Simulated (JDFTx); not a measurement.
Si: equation of state with PBEsol

Si:

```
Si
1.0
     3.83132    0.00000    0.00000
    -1.91566    3.31802    0.00000
     0.00000    0.00000    6.33262
Si
4
Direct
  0.66667 0.33333 0.93699
  0.33333 0.66667 0.43699
  0.66667 0.33333 0.56301
  0.33333 0.66667 0.06301
```

This isn't the form of Si at room conditions, which is diamond.

```yaml
Program: JDFTx 1.7.0 (patched build)
Task: equation of state
Functional: PBEsol
Potentials_or_basis: PseudoDojo-SR-PBEsol-0.4.1-standard with smoothed tails
Cutoff: 490 eV
Density_cutoff: 3918 eV
k_mesh: 8 × 8 × 4
Occupations: fermi-dirac, width 0.05 eV
Spin: no spin polarisation
Local_potential_set_to_-Z/r_beyond: 6 bohr
Bands: 14
Density_cutoff_over_wavefunction_cutoff: 8
Max_SCF_steps: 100
SCF_threshold_on_the_energy: 1e-09 Ha
Solver_of_the_electrons: scf
```

```yaml
Equilibrium_volume: 20.01 Å³/atom
Bulk_modulus_at_fixed_shape_and_positions: 93 GPa
Pressure_derivative_of_the_bulk_modulus: 4.2
```

Energy against volume, from the lowest point:
| volume (Å³/atom) | energy (meV/atom) |
| --- | --- |
| 18.918 | 18.80 |
| 19.321 | 7.07 |
| 19.723 | 1.00 |
| 20.126 | 0.00 |
| 20.528 | 3.59 |
| 20.931 | 11.30 |
| 21.333 | 22.72 |

Caveat: the cell was scaled at fixed shape and fractional positions, which overstates the stiffness of a crystal with free parameters, most of all of layers and chains.
